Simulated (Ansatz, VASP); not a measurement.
## SnSe: VASP beside Ansatz

```
Sn Se
1.0
     2.15678   -6.09801    0.00000
     2.15678    6.09801    0.00000
     0.00000    0.00000    4.32593
Sn Se
2 2
Direct
  0.86856 0.13144 0.25000
  0.13144 0.86856 0.75000
  0.64419 0.35581 0.25000
  0.35581 0.64419 0.75000
```

Alike in both runs: functional PBE; dispersion D3(BJ); k mesh 10 × 10 × 8; occupations gaussian, width 0.01 eV; no spin polarisation.

Ansatz relaxed the structure, and its values are those at the end. VASP's run is a single point on that final structure, the one shown.

|  | VASP | Ansatz |
| --- | --- | --- |
| version | VASP 6.6.1 | Ansatz 0.2.0 |
| potentials or method | VASP PAW PBE potentials, release 64 (Sn_d, Se) | scalar-relativistic, plane waves, PAW |
| plane-wave cutoff (eV) | 520 | 420 |
| valence electrons in the cell | 40 | 60 |

```csv
,VASP,Ansatz,Ansatz less VASP
gap on the k mesh at the Fermi level (eV),0.44,0.45,+0.010
least direct gap on the mesh (eV),0.54,0.54,+0.006
pressure (GPa),-2.3,-2.3,-0.02
rms of the force components (eV/Å),0.003,0.004,+0.0006
```

The two sets of potentials don't hold the same shells in valence.

Caveats: spin-orbit coupling is left out, which moves the levels of the heavy elements.
